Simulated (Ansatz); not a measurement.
# AlN: a sublattice moved along a line

Level of theory: DFT PBEsol, scalar-relativistic, plane waves, PAW in Ansatz. The runs took a 420 eV cutoff, a Γ-centred 10×10×10 mesh and Gaussian smearing (0.05 eV). No spin polarisation. Energies are free energies at this smearing, counted from the undisturbed cell; pressure is positive in compression.

The starting cell (as given, not relaxed at this level; it stands at -4.5 GPa; this rock-salt form isn't the usual structure):

```
CELL_PARAMETERS angstrom
0.00000 2.03452 2.03452
2.03452 0.00000 2.03452
2.03452 2.03452 0.00000
ATOMIC_POSITIONS crystal
Al 0.50000 0.50000 0.50000
N 0.00000 0.00000 0.00000
```

Every Al atom is moved by x along the Cartesian unit vector (0.000, 0.000, -1.000); the cell and all other atoms stay fixed.

| x (Å) | ΔE (meV/cell) |
| --- | --- |
| -0.1000 | 34.5 |
| -0.0500 | 8.3 |
| 0.0000 | 0.0 |
| 0.0125 | 0.5 |
| 0.0250 | 2.1 |
| 0.0375 | 4.7 |
| 0.0625 | 13.1 |
| 0.0750 | 19.0 |
| 0.0875 | 26.1 |

Predict the pressure (GPa) at each point.

| x (Å) | pressure (GPa) |
| --- | --- |
| -0.1000 | -2.9 |
| -0.0500 | -4.1 |
| 0.0000 | -4.5 |
| 0.0125 | -4.4 |
| 0.0250 | -4.4 |
| 0.0375 | -4.3 |
| 0.0625 | -3.9 |
| 0.0750 | -3.6 |
| 0.0875 | -3.3 |

Cost: 9 runs of about 0.24 core-minutes in all, on Intel Xeon Platinum 8259CL (Skylake/Cascade Lake) (shared hosts).